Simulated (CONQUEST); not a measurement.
PbS (Galena) under changes of volume

One of the cells (26.086 Å³/atom); the others are scaled copies at fixed shape and fractional positions:

```
Pb S
1.0
     4.19420    0.00000    0.00000
     0.00000    4.19420    0.00000
     0.00000    0.00000    5.93150
Pb S
2 2
Direct
  0.00000 0.00000 0.00000
  0.50000 0.50000 0.50000
  0.00000 0.00000 0.50000
  0.50000 0.50000 0.00000
```

- Program: CONQUEST 1.3
- Functional: PBE
- Potentials or basis: PseudoDojo NC PBE, SZ, grid of 40 × 40 × 60 points
- k mesh: 6 × 6 × 5
- Occupations: fermi-dirac, width 0.05 eV
- Spin: no spin polarisation

```tsv
volume (Å³/atom)	energy over the lowest point (meV/atom)	pressure (GPa)
24.521	132.02	12.6
25.042	94.94	10.1
25.564	?	?
26.086	40.96	6.5
26.607	22.36	5.0
27.129	8.89	3.4
27.651	0.00	2.1
```

Task: What does the run at 25.564 Å³/atom give?

Result: Energy over the lowest point 65.09 meV/atom; pressure 8.3 GPa.

Worked out: A Birch-Murnaghan fit of order 3 (a polynomial in V^(-2/3)) to the other rows has no minimum within the range. It gives 64.84 meV/atom at 25.564 Å³/atom, against the run's 65.09, and -dE/dV = 8.3 GPa, against 8.3.

Energies are extrapolated to zero smearing.

Caveats: the atomic basis is small; the basis of atomic orbitals isn't converged, which shifts pressures, moduli and gaps; the real-space grid breaks the cell's symmetry a little.
